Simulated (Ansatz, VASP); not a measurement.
# One calculation of Pd, two programs

The input INCAR:

```
  PREC = Accurate
  ENCUT = 600
  EDIFF = 1E-6
  ISMEAR = -1
  SIGMA = 0.05
  LREAL = False
  LASPH = True
  NELM = 60
  ALGO = Normal
  ISIF = 3
  LWAVE = False
  LCHARG = False
  GGA = B5
  ALDAX = 1.0
  AGGAX = 1.0
  AGGAC = 1.0
  ALDAC = 0.0
  IBRION = 2
  NSW = 60
  EDIFFG = -0.01
```

Contents of KPOINTS:

```
Automatic mesh
0
Gamma
  12 12 12
```

Contents of POSCAR:

```
Pd
1.0
    0.0000000000      1.9465000000      1.9465000000
    1.9465000000      0.0000000000      1.9465000000
    1.9465000000      1.9465000000      0.0000000000
Pd
1
Direct
    0.0000000000      0.0000000000      0.0000000000
```

input.yaml

```yaml
crystal:
  lattice:
    - [0.0, 1.9465, 1.9465]
    - [1.9465, 0.0, 1.9465]
    - [1.9465, 1.9465, 0.0]
  atoms:
    - { symbol: Pd, position: [0.0, 0.0, 0.0] }
hamiltonian:
  xc: blyp
  pseudopotentials: { kind: paw }
kpoints:
  mp_grid: { grid: [12, 12, 12] }
scf:
  occupations: { method: fermi_dirac, width: 0.05 }
output:
  forces: true
  stress: true
relax:
  f_tol: 0.01
  max_steps: 40
  cell: { stress_tol: 0.05 }
```

Alike in both runs: task relaxation of cell and atoms; functional BLYP; k mesh 12 × 12 × 12; occupations fermi-dirac, width 0.05 eV; no spin polarisation.

|  | VASP | Ansatz |
| --- | --- | --- |
| version | VASP 6.6.1 | Ansatz 0.2.0 |
| potentials or method | VASP PAW PBE potentials, release 64 (Pd) | Ansatz PAW |
| plane-wave cutoff (eV) | 600 | 420 |
| valence electrons in the cell | 10 | 18 |

|  | VASP | Ansatz | Ansatz less VASP |
| --- | --- | --- | --- |
| relaxed volume (Å³/atom) | 16.35 | 16.31 | -0.045 |
| relaxed cell length with the largest relative difference (Å) | 2.849 | 2.847 | -0.0026 |
| energy change over the relaxation (meV/atom) | -82 | -79 | +3.3 |

The two sets of potentials don't hold the same shells in valence.

Caveats: the volume moved by +11 % from the deposited cell, more than functionals usually miss; the PAW data sets were made with another functional, which shifts forces and pressure a little (VASP); the plane-wave basis is chosen anew once the cell has moved, so the energies of steps on either side of that aren't comparable (Ansatz); the PAW data sets come from PBE, with cores solved anew for the run's functional, which leaves a small shift of forces and pressure (Ansatz). Zero-point motion and thermal expansion aren't in these numbers. BLYP gives volumes clearly too large for solids.
